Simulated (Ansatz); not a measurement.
## Ag: stiffness from a series of strains

```
CELL_PARAMETERS angstrom
2.88620 0.00000 0.00000
-1.44310 2.49952 0.00000
0.00000 0.00000 10.00000
ATOMIC_POSITIONS crystal
Ag 0.33333 0.66667 0.25000
Ag 0.66667 0.33333 0.75000
Ag 0.00000 0.00000 0.00000
Ag 0.00000 0.00000 0.50000
```

Atoms are numbered in the order listed.

The geometry is COD entry 1509194, unchecked; take it as a test cell.

Method: DFT, PBE, all-electron LAPW, scalar-relativistic (Ansatz 0.2.0).

Numerical set-up: a Γ-centred 14×14×4 k mesh, Fermi–Dirac smearing of 0.08 eV, basis error target 0.5 meV/atom, no spin polarisation.

The strain is applied along the Cartesian axes of the cell as listed (γ is the engineering shear, twice εxy = εyz = εzx). Fractional coordinates are held (clamped ions).

σ is the change of stress from the unstrained cell, which is at -0.38 GPa; tension is positive, so slopes are stress–strain coefficients at that pressure. In a metal the k mesh adds noise.

Only quantities that a quadratic follows smoothly over the whole series are listed; rougher ones are left out.

| γ | σxy (GPa) | σyz (GPa) |
| --- | --- | --- |
| -0.0300 | -0.87 | -0.46 |
| -0.0200 | -0.58 | -0.31 |
| -0.0100 | -0.28 | -0.15 |
| 0.0000 | 0.00 | 0.00 |
| 0.0200 | 0.60 | 0.34 |
| 0.0300 | 0.93 | 0.52 |

(1) Fit the series and read off the stiffness at zero strain.

(2) One run, at γ = 0.0100, is withheld. Predict its row.

## Answers

(1) Least-squares fits y = p0 + p1 x + p2 x² to the rows give σxy (GPa): p1 = 29.8, p2 = 27; σyz (GPa): p1 = 16.3, p2 = 29.

(2) The fits give 0.31, 0.17; the run gave 0.29, 0.16.
